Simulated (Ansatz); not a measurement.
**Al: projected density of states with HSE06**

Al:

```xyz
2
Lattice="2.8125 0.0000 0.0000 -1.4062 2.4357 0.0000 0.0000 0.0000 4.8669" Properties=species:S:1:pos:R:3 pbc="T T T"
Al    0.0000    1.6238    1.2167
Al    1.4062    0.8119    3.6501
```

This isn't the form of Al at room conditions, which is fcc.

* Program: Ansatz 0.2.0
* Task: projected density of states
* Functional: HSE06
* Potentials or basis: Ansatz PAW
* Cutoff: 420 eV (not typed: the program's choice for these potentials)
* k mesh: 6 × 6 × 3
* Occupations: fermi-dirac, width 0.05 eV
* Spin: no spin polarisation

```
Pressure                             : 1.3 GPa
Band gap on the k mesh               : none (metal or under the smearing width)
Density of states at the Fermi level : 1.25 states/eV per cell
```

Stress tensor (GPa, compression positive):
```
 4.45  0.00  0.00
 0.00  4.45  0.00
 0.00  0.00 -5.12
```

Levels at points of the mesh, in eV from the Fermi level:
```
            k point  band 1  band 2  band 3  band 4  band 5  band 6
 (0.00, 0.00, 0.00)  -12.79   -5.93   -5.67   11.79   12.20   12.20
(0.00, -0.50, 0.00)   -5.95   -5.85    0.50    0.52    1.33    1.43
```

States per cell in windows of 0.5 eV (zero at the Fermi level; states under -8 eV left out):
```
from (eV)  total  Al 3p  Al 3s
     -8.0   0.22   0.15   0.07
     -7.5   0.26   0.18   0.08
     -7.0   0.32   0.22   0.10
     -6.5   0.32   0.22   0.10
     -6.0   0.29   0.20   0.08
     -5.5   0.28   0.20   0.07
     -5.0   0.31   0.23   0.08
     -4.5   0.32   0.25   0.07
     -4.0   0.31   0.25   0.07
     -3.5   0.21   0.17   0.04
     -3.0   0.14   0.10   0.03
     -2.5   0.39   0.25   0.13
     -2.0   0.33   0.21   0.11
     -1.5   0.34   0.22   0.11
     -1.0   0.35   0.23   0.10
     -0.5   0.57   0.38   0.15
      0.0   0.47   0.31   0.13
      0.5   0.32   0.21   0.09
      1.0   0.25   0.16   0.07
      1.5   0.33   0.22   0.08
      2.0   0.40   0.28   0.09
      2.5   0.44   0.27   0.11
      3.0   0.44   0.27   0.11
      3.5   0.40   0.25   0.09
      4.0   0.44   0.25   0.11
      4.5   0.45   0.26   0.11
      5.0   0.52   0.30   0.12
      5.5   0.63   0.39   0.13
      6.0   0.48   0.29   0.09
      6.5   0.47   0.29   0.08
      7.0   0.44   0.26   0.06
      7.5   0.38   0.21   0.05
```

It took 3.7 s on 2 threads of Arm Neoverse V2, with other jobs on the host, peak memory 0.33 GiB.

Caveat: the k mesh is coarse (spacing up to 0.43 Å⁻¹), so the values aren't converged, least of all with exact exchange; the PAW data sets come from PBE, with cores solved anew for the run's functional, which leaves a small shift of forces and pressure; the density of states is complete only up to the lowest level of the last band computed; the thresholds are loose for stress.
